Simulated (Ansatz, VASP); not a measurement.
# Al2O3 (Al2O3 (0001), 3 units): VASP beside Ansatz, part 2 of 2

One calculation is typed for both programs; each brings its own data sets. How far apart do they land? Of the first pair: The structure shown is the start of the Ansatz relaxation below; VASP solves that cell, so the two are compared at the walk's first step.

VASP 6.6.1 and Ansatz 0.2.0.

So far: Starting point; Ansatz: relaxation, PBE.

**3. VASP: single point, PBE, start cell, pair 1**

Level of this step: PBE; plane waves and PAW (Al, O) (VASP).

The same cell, functional, mesh and smearing now go to VASP, with its own data sets.

Lines of VASP's logs that name or quote its potential files are left out, and so is its time.

Input file INCAR:

```
SYSTEM = Al2O3
PREC = Accurate
ENCUT = 520
EDIFF = 1E-06
NELM = 120
ISMEAR = -1
SIGMA = 0.05
LREAL = .FALSE.
ALGO = Normal
GGA = PE
NBANDS = 51
LORBIT = 11
LWAVE = .FALSE.
LCHARG = .FALSE.
ISIF = 2
LDIPOL = .TRUE.
IDIPOL = 3
DIPOL = 0.5 0.5 0.307
LVHAR = .TRUE.
LASPH = .TRUE.
GGA_COMPAT = .FALSE.
EFERMI = MIDGAP
NELMDL = -8
KPAR = 4
```

Input file POSCAR:

```
Al2O3
1.0
    4.7590000000      0.0000000000      0.0000000000
   -2.3795000000      4.1214150000      0.0000000000
    0.0000000000      0.0000000000     35.8200800000
Al O
6 9
Direct
    0.6666666666      0.3333333333      0.2233384180
    0.3333333333      0.6666666666      0.2702406025
    1.0000000000      0.9999999999      0.2837793774
    0.6666666666      0.3333333333      0.3306815618
    0.3333333333      0.6666666666      0.3442203367
    1.0000000000      0.9999999999      0.3911225212
    0.3060000012      0.9999999999      0.2467895102
    1.0000000000      0.3060000012      0.2467895102
    0.6939999988      0.6939999987      0.2467895102
    0.0273333321      0.6666666666      0.3072304696
    0.3333333333      0.3606666654      0.3072304696
    0.6393333345      0.9726666678      0.3072304696
    0.9726666679      0.3333333333      0.3676714290
    0.6666666666      0.6393333345      0.3676714290
    0.3606666654      0.0273333321      0.3676714290
```

Input file KPOINTS:

```
Automatic mesh
0
Gamma
9 9 1
0 0 0
```

Potentials, in the order of the species: Al and O (PBE family, release 64).

Run with:

```sh
mpirun -np 4 vasp_std
```

Numbers of over 12 decimals in the logs are rounded to 6 here.

The program printed:

```text
[banner, memory and clock lines left out]
running    4 mpi-ranks, on    1 nodes
 distrk:  each k-point on    1 cores,    4 groups
 distr:  one band on    1 cores,    1 groups

 POSCAR found type information on POSCAR AlO
 POSCAR found :  2 types and      15 ions
 LDA part: xc-table for (Slater+PW92), standard interpolation
 POSCAR, INCAR and KPOINTS ok, starting setup
 FFT: planning ... GRIDC
 FFT: planning ... GRID_SOFT
 FFT: planning ... GRID
 WAVECAR not read
 entering main loop
       N       E                     dE             d eps       ncg     rms          rms(c)
DAV:   1     0.740170540444E+03    0.74017E+03   -0.27792E+04  1312   0.107E+03
DAV:   2     0.290788865210E+02   -0.71109E+03   -0.67440E+03  1809   0.269E+02
DAV:   3    -0.120372352270E+03   -0.14945E+03   -0.14863E+03  1472   0.136E+02
DAV:   4    -0.124529929613E+03   -0.41576E+01   -0.41462E+01  1576   0.277E+01
DAV:   5    -0.124600545109E+03   -0.70615E-01   -0.70538E-01  1592   0.332E+00
DAV:   6    -0.124602553003E+03   -0.20079E-02   -0.20067E-02  1597   0.599E-01
DAV:   7    -0.124602627127E+03   -0.74124E-04   -0.74109E-04  1605   0.104E-01
DAV:   8    -0.124602630433E+03   -0.33066E-05   -0.33063E-05  1624   0.233E-02    0.234E+01
DAV:   9    -0.105545527963E+03    0.19057E+02   -0.64446E+01  1529   0.323E+01    0.823E+00
DAV:  10    -0.104643071475E+03    0.90246E+00   -0.49668E+00  1472   0.699E+00    0.512E+00
DAV:  11    -0.103886914001E+03    0.75616E+00   -0.12593E+00  1464   0.545E+00    0.175E+00
DAV:  12    -0.103664932268E+03    0.22198E+00   -0.47250E-01  1416   0.235E+00    0.998E-01
DAV:  13    -0.103650768054E+03    0.14164E-01   -0.83396E-02  1359   0.123E+00    0.394E-01
DAV:  14    -0.103626946137E+03    0.23822E-01   -0.35345E-02  1399   0.679E-01    0.294E-01
[...]
DAV:  22    -0.103635726786E+03   -0.24560E-03   -0.47209E-05  1253   0.198E-02    0.587E-03
DAV:  23    -0.103635850879E+03   -0.12409E-03   -0.49714E-06  1121   0.867E-03    0.308E-03
DAV:  24    -0.103635954951E+03   -0.10407E-03   -0.59803E-06  1040   0.561E-03    0.131E-03
DAV:  25    -0.103635980111E+03   -0.25160E-04   -0.11217E-06   972   0.489E-03    0.834E-04
DAV:  26    -0.103635997430E+03   -0.17319E-04   -0.67815E-07   925   0.230E-03    0.485E-04
DAV:  27    -0.103636001941E+03   -0.45108E-05   -0.17052E-07   915   0.127E-03    0.130E-04
DAV:  28    -0.103636003930E+03   -0.19891E-05   -0.48352E-08   879   0.596E-04    0.846E-05
DAV:  29    -0.103636004624E+03   -0.69458E-06   -0.79307E-09   922   0.279E-04
   1 F= -.10363600E+03 E0= -.10363190E+03  d E =-.820985E-02
```

Parts of OUTCAR (step 3):

```text
ion  position               nearest neighbor table
   1  0.667  0.333  0.223-   8 1.86   7 1.86   9 1.86   2 3.22   2 3.22   2 3.22
   2  0.333  0.667  0.270-   9 1.86   7 1.86   8 1.86  10 1.97  12 1.97  11 1.97   5 2.65   3 2.79
                             3 2.79   3 2.79   1 3.22   1 3.22   1 3.22
   3  0.000  1.000  0.284-  12 1.86  10 1.86  11 1.86   7 1.97   9 1.97   8 1.97   2 2.79   2 2.79
                             2 2.79   4 3.22   4 3.22   4 3.22
   4  0.667  0.333  0.331-  11 1.86  10 1.86  12 1.86  13 1.97  15 1.97  14 1.97   5 2.79   5 2.79
                             5 2.79   3 3.22   3 3.22   3 3.22
   5  0.333  0.667  0.344-  14 1.86  13 1.86  15 1.86  10 1.97  12 1.97  11 1.97   2 2.65   4 2.79
                             4 2.79   4 2.79   6 3.22   6 3.22   6 3.22
   6  0.000  1.000  0.391-  15 1.86  13 1.86  14 1.86   5 3.22   5 3.22   5 3.22
   7  0.306  1.000  0.247-   1 1.86   2 1.86   3 1.97
   8  0.000  0.306  0.247-   1 1.86   2 1.86   3 1.97
   9  0.694  0.694  0.247-   2 1.86   1 1.86   3 1.97
  10  0.027  0.667  0.307-   3 1.86   4 1.86   2 1.97   5 1.97
  11  0.333  0.361  0.307-   4 1.86   3 1.86   2 1.97   5 1.97
  12  0.639  0.973  0.307-   3 1.86   4 1.86   2 1.97   5 1.97
  13  0.973  0.333  0.368-   6 1.86   5 1.86   4 1.97
  14  0.667  0.639  0.368-   5 1.86   6 1.86   4 1.97
  15  0.361  0.027  0.368-   6 1.86   5 1.86   4 1.97

  LATTYP: Found a hexagonal cell.
 ALAT       =     4.7590000000
 C/A-ratio  =     7.5268081530

 Subroutine GETGRP returns: Found  6 space group operations
 (whereof  3 operations were pure point group operations)

The static configuration has the point symmetry C_3 .
 The point group associated with its full space group is D_3 .

 Found     12 irreducible k-points:

   k-points           NKPTS =     12   k-points in BZ     NKDIM =     12   number of bands    NBANDS=     51

   dimension x,y,z NGX =    36 NGY =   36 NGZ =  270
   dimension x,y,z NGXF=    72 NGYF=   72 NGZF=  540

   ENCUT  =  520.0 eV  38.22 Ry    6.18 a.u.   8.85  8.85 66.60*2*pi/ulx,y,z

   NELECT =      72.0000    total number of electrons

 k-points in reciprocal lattice and weights: Automatic mesh
   0.00000000  0.00000000  0.00000000       0.012
   0.11111111  0.00000000  0.00000000       0.074
   0.22222222  0.00000000  0.00000000       0.074
   0.33333333  0.00000000  0.00000000       0.074
   0.44444444  0.00000000  0.00000000       0.074
   0.11111111  0.11111111  0.00000000       0.074
   0.22222222  0.11111111  0.00000000       0.148
   0.33333333  0.11111111  0.00000000       0.148
   0.44444444  0.11111111  0.00000000       0.074
   0.22222222  0.22222222  0.00000000       0.074
   0.33333333  0.22222222  0.00000000       0.148
   0.33333333  0.33333333  0.00000000       0.025

 dipolmoment           0.000000      0.000000      0.000012 electrons x Angstroem

 average (electrostatic) potential at core
       1 -81.4813       2 -79.4318       3 -79.6301       4 -79.6301       5 -79.4317
       6 -81.4813       7 -74.9907       8 -74.9907       9 -74.9907      10 -75.4194
      11 -75.4194      12 -75.4194      13 -74.9907      14 -74.9907      15 -74.9907

 E-fermi :  -1.3120

 k-point     1 :       0.0000    0.0000    0.0000
  band No.  band energies     occupation
    ...
     33      -1.4799      1.93269
     34      -1.4799      1.93269
     35      -1.4346      1.84131
     36      -1.4346      1.84130
     37      -1.3177      1.05725
     38      -0.8074      0.00008
     39       1.6300      0.00000
     40       1.6887      0.00000
     41       1.9038      0.00000
     42       2.2015      0.00000
    ...

 k-point     2 :       0.1111    0.0000    0.0000
  band No.  band energies     occupation
    ...
     32      -2.5534      2.00000
     33      -1.7380      1.99960
     34      -1.5657      1.98757
     35      -1.5099      1.96251
     36      -1.4656      1.91144
     37      -1.1731      0.11709
     38      -0.7869      0.00005
     39       1.7358      0.00000
     40       1.7880      0.00000
     41       2.0084      0.00000
    ...

 k-point     3 :       0.2222    0.0000    0.0000
  band No.  band energies     occupation
    ...
     32      -2.5836      2.00000
     33      -2.1359      2.00000
     34      -1.8477      1.99996
     35      -1.6118      1.99503
     36      -1.5507      1.98324
     37      -0.9725      0.00225
     38      -0.7323      0.00002
     39       2.0424      0.00000
     40       2.0757      0.00000
     41       2.3113      0.00000
    ...

  Total        2.9602132      2.9602133    -13.5377630      0.0000000      0.0000000      0.0000000
  in kB        6.7506402      6.7506406    -30.8722928      0.0000000      0.0000000      0.0000000
  external PRESSURE =      -5.7903373 kB  Pullay stress =       0.0000000 kB

  energy-cutoff  :      520.00
  volume of cell :      702.57
      direct lattice vectors                 reciprocal lattice vectors
     4.759000000  0.000000000  0.000000000     0.210128178  0.121317557  0.000000000
    -2.379500000  4.121415000  0.000000000     0.000000000  0.242635114  0.000000000
     0.000000000  0.000000000 35.820080000     0.000000000  0.000000000  0.027917302

 POSITION                                       TOTAL-FORCE (eV/Angst)
 -----------------------------------------------------------------------------------
      2.37950      1.37380      8.00000        -0.000000      0.000000      6.338255
     -0.00000      2.74761      9.68004        -0.000000      0.000000     -0.827839
     -2.37950      4.12141     10.16500        -0.000000      0.000000     -1.921322
      2.37950      1.37380     11.84504        -0.000000      0.000000      1.921322
     -0.00000      2.74761     12.33000        -0.000000      0.000000      0.827839
     -2.37950      4.12141     14.01004        -0.000000      0.000000     -6.338255
     -0.92325      4.12141      8.84002         1.854508      0.590026     -1.488226
     -0.72813      1.26115      8.84002        -1.438231      1.311038     -1.488226
      1.65137      2.86026      8.84002        -0.416277     -1.901063     -1.488226
     -1.45625      2.74761     11.00502        -0.123421      0.000000     -0.000000
      0.72813      1.48646     11.00502         0.061711     -0.106886     -0.000000
      0.72813      4.00876     11.00502         0.061711      0.106886     -0.000000
      3.83575      1.37380     13.17002         1.854508     -0.590026      1.488226
      1.65137      2.63496     13.17002        -0.416277      1.901063      1.488226
      1.65137      0.11265     13.17002        -1.438231     -1.311038      1.488226
 -----------------------------------------------------------------------------------
    total drift:                                0.000003      0.000002      0.000373

  FREE ENERGIE OF THE ION-ELECTRON SYSTEM (eV)
  ---------------------------------------------------
  free  energy   TOTEN  =      -103.6360046243 eV

  energy  without entropy=     -103.6277947778  energy(sigma->0) =     -103.63189970

 vacuum level on the upper side and lower side of the slab         1.744         1.744

 total charge
# of ion       s       p       d       tot
------------------------------------------
    1        0.358   0.327   0.000   0.684
    2        0.317   0.405   0.000   0.722
    3        0.306   0.390   0.000   0.697
    4        0.306   0.390   0.000   0.697
    5        0.317   0.405   0.000   0.722
    6        0.358   0.327   0.000   0.684
    7        1.554   3.538   0.000   5.093
    8        1.554   3.538   0.000   5.093
    9        1.554   3.538   0.000   5.093
   10        1.550   3.635   0.000   5.185
   11        1.550   3.635   0.000   5.185
   12        1.550   3.635   0.000   5.185
   13        1.554   3.538   0.000   5.093
   14        1.554   3.538   0.000   5.093
   15        1.554   3.538   0.000   5.093
--------------------------------------------------
tot         15.938  34.379   0.000  50.317

[... 3 further parts left out ...]
```

**4. Side by side**

Known differences besides the potentials themselves: Ansatz cuts the interaction across the vacuum, VASP repeats the sheet with a dipole correction (LDIPOL); the cutoff is 420 eV in Ansatz and 520 eV in VASP. Total energies have different zeros and are not compared.

Forces on 7 of the 15 atoms, those with the largest forces and the largest differences (eV/Å; atoms numbered as in POSCAR):

| atom | Ansatz x, y, z | VASP x, y, z |
| --- | --- | --- |
| Al1 | 0.000, 0.000, 6.374 | 0.000, 0.000, 6.338 |
| Al6 | 0.000, 0.000, -6.374 | 0.000, 0.000, -6.338 |
| O7 | 1.859, 0.599, -1.506 | 1.855, 0.590, -1.488 |
| O8 | -1.449, 1.310, -1.506 | -1.438, 1.311, -1.488 |
| O13 | 1.859, -0.599, 1.506 | 1.855, -0.590, 1.488 |
| O14 | -0.410, 1.910, 1.506 | -0.416, 1.901, 1.488 |
| O15 | -1.449, -1.310, 1.506 | -1.438, -1.311, 1.488 |

The forces differ by 11 meV/Å r.m.s., which is 0.7 % of the r.m.s. force of 1.668 eV/Å (both taken over all components). Where the cell holds vacuum, a pressure given here is an average over it and none of the material.

**5. Ansatz: relaxation, PBE**

This run makes the geometry at which the two programs are then compared.

The structure compared here is the end of the Ansatz relaxation.

This is the run of step 2 again, met here at its other cell.

**6. VASP: single point, PBE, relaxed cell, pair 2**

The same cell, functional, mesh and smearing now go to VASP, with its own data sets.

INCAR is that of step 3.

Input file POSCAR:

```
Al2O3
1.0
    4.9946419512      0.0000000000      0.0000000000
   -2.4973209756      4.3254868125      0.0000000000
    0.0000000000      0.0000000000     35.8200800020
Al O
6 9
Direct
    0.6666666667      0.3333333333      0.2681392529
    0.3333333333      0.6666666667      0.2681392529
    1.0000000000      0.0000000000      0.2681392529
    0.6666666667      0.3333333333      0.3463216863
    0.3333333333      0.6666666667      0.3463216863
    1.0000000000      0.0000000000      0.3463216863
    0.3333333333      0.0000000000      0.2492105230
    0.0000000000      0.3333333333      0.2492105230
    0.6666666667      0.6666666667      0.2492105230
    1.0000000000      0.6666666667      0.3072304696
    0.3333333333      0.3333333333      0.3072304696
    0.6666666667      0.0000000000      0.3072304696
    0.0000000000      0.3333333333      0.3652504162
    0.6666666667      0.6666666667      0.3652504162
    0.3333333333      0.0000000000      0.3652504162
```

KPOINTS is that of step 3.

Run with:

```sh
mpirun -np 4 vasp_std
```

The program printed:

```text
[... set-up lines as in an earlier step ...]
 entering main loop
       N       E                     dE             d eps       ncg     rms          rms(c)
DAV:   1     0.758056023270E+03    0.75806E+03   -0.27681E+04  1352   0.106E+03
DAV:   2     0.348697280735E+02   -0.72319E+03   -0.69044E+03  1777   0.267E+02
DAV:   3    -0.118044229535E+03   -0.15291E+03   -0.15203E+03  1488   0.135E+02
DAV:   4    -0.122663286756E+03   -0.46191E+01   -0.46023E+01  1592   0.286E+01
[...]
DAV:  24    -0.109160550171E+03   -0.13928E-04   -0.28105E-07  1060   0.294E-03    0.365E-04
DAV:  25    -0.109160562186E+03   -0.12015E-04   -0.34395E-07   961   0.260E-03    0.117E-03
DAV:  26    -0.109160562864E+03   -0.67879E-06   -0.63312E-08  1054   0.170E-03
   1 F= -.10916056E+03 E0= -.10916056E+03  d E =-.544913E-22
```

OUTCAR, selected parts (step 6):

```text
  Total        0.1558194      0.1558194     -0.2672394      0.0000000      0.0000000      0.0000000
  in kB        0.3226013      0.3226013     -0.5532803      0.0000000      0.0000000      0.0000000
  external PRESSURE =       0.0306408 kB  Pullay stress =       0.0000000 kB

 POSITION                                       TOTAL-FORCE (eV/Angst)
 -----------------------------------------------------------------------------------
      2.49732      1.44183      9.60477        -0.000000      0.000000     -0.036710
     -0.00000      2.88366      9.60477        -0.000000     -0.000000     -0.036710
      0.00000      0.00000      9.60477        -0.000000     -0.000000     -0.036710
      2.49732      1.44183     12.40527        -0.000000      0.000000      0.036710
     -0.00000      2.88366     12.40527         0.000000     -0.000000      0.036710
      0.00000      0.00000     12.40527        -0.000000      0.000000      0.036710
      1.66488      0.00000      8.92674        -0.000000      0.000000      0.029281
     -0.83244      1.44183      8.92674        -0.000000      0.000000      0.029281
      1.66488      2.88366      8.92674         0.000000      0.000000      0.029281
     -1.66488      2.88366     11.00502        -0.000000      0.000000      0.000000
      0.83244      1.44183     11.00502         0.000000     -0.000000      0.000000
      3.32976      0.00000     11.00502        -0.000000      0.000000      0.000000
     -0.83244      1.44183     13.08330        -0.000000      0.000000     -0.029281
      1.66488      2.88366     13.08330         0.000000      0.000000     -0.029281
      1.66488      0.00000     13.08330         0.000000      0.000000     -0.029281
 -----------------------------------------------------------------------------------
    total drift:                                0.000003      0.000005     -0.000150

  FREE ENERGIE OF THE ION-ELECTRON SYSTEM (eV)
  ---------------------------------------------------
  free  energy   TOTEN  =      -109.1605628644 eV

  energy  without entropy=     -109.1605628644  energy(sigma->0) =     -109.16056286

[... 1 part as in an earlier step ...]

[... 2 further parts left out ...]
[key lines of the parts left out:]
E-fermi :  -3.5765
```

**7. Comparison**

Compared:

| quantity | Ansatz | VASP | difference |
| --- | --- | --- | --- |
| gap on the k mesh (eV) | 4.867 | 4.845 | +0.023 |

The largest component of a force difference here is 37 meV/Å. A gap on the mesh is an upper bound, since the band edges may lie between its points. Where the cell holds vacuum, a pressure given here is an average over it and none of the material.

**8. Summary of results**

```json
{
 "r.m.s. force difference (single point, PBE, start cell, pair 1)": "0.67 % of the r.m.s. force",
 "r.m.s. force difference (single point, PBE, relaxed cell, pair 2)": "17 meV/Å"
}
```

What this shows: The r.m.s. force difference is 17 meV/Å (single point, PBE, relaxed cell, pair 2), beyond the 12 meV/Å picked in this series as the mark of a large difference. What causes the difference of the single point, PBE, relaxed cell, pair 2 pair stays open here. Such differences can come from data sets, numerical settings and the points named under the comparisons, not from the functional's error against experiment.

[Lines on the potential files, build, host, timing and source positions are cut from VASP's logs without a mark.]

[Logs are printed without paths, hosts, clocks, repeated set-up lines and the standing remarks that a program may print on its own settings, such as how far it seeks lower states.]

[Hosts, paths, dates, database ids (printed as entryN), source tags and the programs' standing remarks are cut or masked in the printed files.]
